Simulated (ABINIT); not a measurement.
Crystal: Sn.

```
Sn
1.0
    -2.94014    2.94014    1.59930
     2.94014   -2.94014    1.59930
     2.94014    2.94014   -1.59930
Sn
2
Direct
  0.00000 0.00000 0.00000
  0.75000 0.25000 0.50000
```

Base run:

```yaml
Program: ABINIT 10.8.3 (patched build)
Functional: PBE
Potentials_or_basis: JTH PAW PBE v2.0
Cutoff: 599 eV
k_mesh: 9 × 9 × 9
Occupations: fermi-dirac, width 0.05 eV
Spin: no spin polarisation
```

Its results: band gap on the k mesh none (metal or under the smearing width); pressure 1.5 GPa.

Problem. After a change of settings the same cell gave: band gap on the k mesh none (metal or under the smearing width); pressure 1.9 GPa. Which change was it?
A. k mesh from 9 × 9 × 9 to 5 × 5 × 5
B. functional from PBE to PBEsol; potentials or basis from JTH PAW PBE v2.0 to PseudoDojo NC SR PBEsol v0.4.1 standard; cutoff from 599 eV to 980 eV
C. functional from PBE to rPW86PBE

Solution. A.

Caveats: some runs use coarse meshes.

Not every run made on this cell is shown here.
